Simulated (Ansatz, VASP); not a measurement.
# TaN in VASP and in Ansatz

Contents of INCAR:

```
SYSTEM = TaN
PREC = Accurate
ENCUT = 600
EDIFF = 1E-6
ISMEAR = -1
SIGMA = 0.05
LREAL = .False.
LASPH = .True.
NELM = 100
ALGO = Normal
ISIF = 3
LWAVE = .False.
LCHARG = .False.
GGA = PS
IBRION = 2
NSW = 80
EDIFFG = -0.005
```

File KPOINTS:

```
regular mesh
0
Gamma
  10 10 10
  0 0 0
```

File POSCAR:

```
TaN
1.0
    0.0000000000      2.2113230000      2.2113230000
    2.2113230000      0.0000000000      2.2113230000
    2.2113230000      2.2113230000      0.0000000000
Ta N
1 1
Direct
    0.5000000000      0.5000000000      0.5000000000
    0.0000000000      0.0000000000      0.0000000000
```

File input.yaml:

```yaml
crystal:
  lattice:
    - [0.0, 2.211323, 2.211323]
    - [2.211323, 0.0, 2.211323]
    - [2.211323, 2.211323, 0.0]
  atoms:
    - { symbol: Ta, position: [0.5, 0.5, 0.5] }
    - { symbol: "N", position: [0.0, 0.0, 0.0] }
kpoints:
  mp_grid: { grid: [10, 10, 10] }
scf:
  occupations: { method: fermi_dirac, width: 0.05 }
hamiltonian:
  xc: pbesol
  pseudopotentials: { kind: all_electron, lapw: { basis_error: 0.001 } }
output:
  forces: true
  stress: true
relax:
  f_tol: 0.005
  max_steps: 60
  cell: {}
```

Alike in both runs: task relaxation of cell and atoms; functional PBEsol; k mesh 10 × 10 × 10; occupations fermi-dirac, width 0.05 eV; no spin polarisation.

|  | VASP | Ansatz |
| --- | --- | --- |
| version | VASP 6.6.1 | Ansatz 0.2.0 |
| potentials or method | VASP PAW PBE potentials, release 64 (Ta_pv, N) | all-electron LAPW, scalar-relativistic |
| plane-wave cutoff (eV) | 600 | see its input |

Ansatz gave:

- relaxed volume (Å³/atom): 10.47
- relaxed cell length with the largest relative difference (Å): 3.094
- energy change over the relaxation (meV/atom): -12

Question: Which values does VASP return?

Answer: Relaxed volume (Å³/atom): 10.50; relaxed cell length with the largest relative difference (Å): 3.096; energy change over the relaxation (meV/atom): -10.

Ansatz ran all-electron here, so the differences hold the error of VASP's frozen core and of both bases.

Caveats: the bands computed are all filled at some k points, so no gap is given (VASP); the PAW data sets were made with another functional, which shifts forces and pressure a little (VASP). Spin-orbit coupling is left out, which matters for the levels of Ta.
